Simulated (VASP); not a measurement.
Set up this calculation in VASP 6.6.1, as the native input.

- Task: relaxation of cell and atoms
- Functional: PBEsol
- Potentials or basis: VASP PAW PBE potentials, release 64 (Se)
- Cutoff: 520 eV
- k mesh: 12 × 12 × 12
- Occupations: gaussian, width 0.1 eV
- Spin: no spin polarisation
- Target pressure: 125 GPa
- Further INCAR settings: ALGO = Fast; EDIFF = 1e-07; IBRION = 2; EDIFFG = -0.002; NSW = 80; ISIF = 3
- Target pressure: 125 GPa

The structure of Se lies in POSCAR:

```
Se
1.0
    1.9250000000      1.1113992700      0.8816666700
   -1.9250000000      1.1113992700      0.8816666700
    0.0000000000     -2.2227985400      0.8816666700
Se
1
Direct
    0.0000000000      0.0000000000      0.0000000000
```

This isn't the form of Se at room conditions, which is trigonal, of chains.

These files were run (other wordings do the same):

INCAR

```
SYSTEM = Se
PREC = Accurate
ENCUT = 520
EDIFF = 1E-7
ISMEAR = 0
SIGMA = 0.1
LREAL = .FALSE.
LASPH = .TRUE.
NELM = 60
ALGO = Fast
ISIF = 3
LWAVE = .FALSE.
LCHARG = .FALSE.
GGA = PS
IBRION = 2
NSW = 80
EDIFFG = -0.002
PSTRESS = 1250.0
```

KPOINTS

```
regular mesh
0
G
  12 12 12
  0 0 0
```

Potentials or basis: VASP PAW PBE potentials, release 64 (Se).

Launch:

```sh
$ cat potpaw_PBE.64/Se/POTCAR > POTCAR
$ mpirun -np 1 vasp_std > vasp.out
```

It gave:

| Quantity | Value |
| --- | --- |
| Relaxed volume | 11.85 Å³/atom |
| Relaxed cell | a = 2.487 Å, b = 2.487 Å, c = 2.487 Å, α = 109.47°, β = 109.47°, γ = 109.47° |
| Space group after relaxing (to 0.05 Å) | Im-3m (No. 229) |
| Energy change on relaxing (the enthalpy is what falls) | -513.9 meV/atom |
| Ionic steps | 19 |
| Pressure after relaxing | 125.0 GPa |
| Band gap on the k mesh | none (metal or under the smearing width) |

Caveat: the cell is relaxed towards a set pressure, so the enthalpy falls and the energy may rise; the PAW data sets were made with another functional, which shifts forces and pressure a little.

Run time: 64 s on 1 thread of Intel(R) Xeon(R) Platinum 8488C (Sapphire Rapids), on a shared host, peak memory 0.13 GiB.
